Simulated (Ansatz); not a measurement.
Wanted: the native input for an Ansatz 0.2.0 run.

| Item | Value |
| --- | --- |
| Task | relaxation of cell and atoms |
| Functional | PBEsol |
| Dispersion | D4 |
| Potentials or basis | Ansatz PAW |
| Cutoff | 420 eV (not typed: the program's choice for these potentials) |
| k mesh | 10 × 10 × 5 |
| Occupations | fermi-dirac, width 0.05 eV |
| Spin | no spin polarisation |

Hf:

```xyz
2
Lattice="3.1967 0.0000 0.0000 -1.5983 2.7684 0.0000 0.0000 0.0000 5.0578" Properties=species:S:1:pos:R:3 pbc="T T T"
Hf    1.5984    0.9228    3.7934
Hf    0.0000    1.8456    1.2645
```

These files were run (other wordings do the same):

input.yaml

```yaml
crystal:
  lattice:
    - [3.1967, 0.0, 0.0]
    - [-1.59835, 2.7684234083, 0.0]
    - [0.0, 0.0, 5.0578]
  atoms:
    - { symbol: Hf, position: [0.6666666667, 0.3333333333, 0.75] }
    - { symbol: Hf, position: [0.3333333333, 0.6666666667, 0.25] }
hamiltonian:
  xc: pbesol
  pseudopotentials: { kind: paw }
  dispersion: d4
kpoints:
  mp_grid: { grid: [10, 10, 5] }
scf:
  occupations: { method: fermi_dirac, width: 0.05 }
output:
  forces: true
  stress: true
  write_density: true
  write_potential: true
  elf: true
  volumetric_format: npy
relax:
  f_tol: 0.01
  max_steps: 40
  cell: { stress_tol: 0.05 }
```

Potentials or basis: Ansatz PAW.

The run is started by

```sh
$ ansatz run input.yaml --threads 2 --pin off --max-ram 5632MiB --backend cpu --events-out ev --progress --plain --runs-dir out
```

Results of the run:

```
Relaxed volume                         : 21.40 Å³/atom
Relaxed cell                           : a = 3.150 Å, b = 3.150 Å, c = 4.979 Å, α = 90.00°, β = 90.00°, γ = 120.00°
Space group after relaxing (to 0.05 Å) : P6_3/mmc (No. 194)
Energy gained by relaxing              : 15.1 meV/atom
Ionic steps                            : 4
Pressure after relaxing                : 0.0 GPa
Band gap on the k mesh                 : none (metal or under the smearing width)
```

Caveat: the plane-wave basis is chosen anew once the cell has moved, so the energies of steps on either side of that aren't comparable; pairwise dispersion overbinds metals, which lowers pressure and volume; the PAW data sets come from PBE, with cores solved anew for the run's functional, which leaves a small shift of forces and pressure.

Run time: 16 s on 2 threads of Intel(R) Xeon(R) Processor @ 2.50GHz (Skylake/Cascade Lake), on a shared host, peak memory 0.41 GiB.
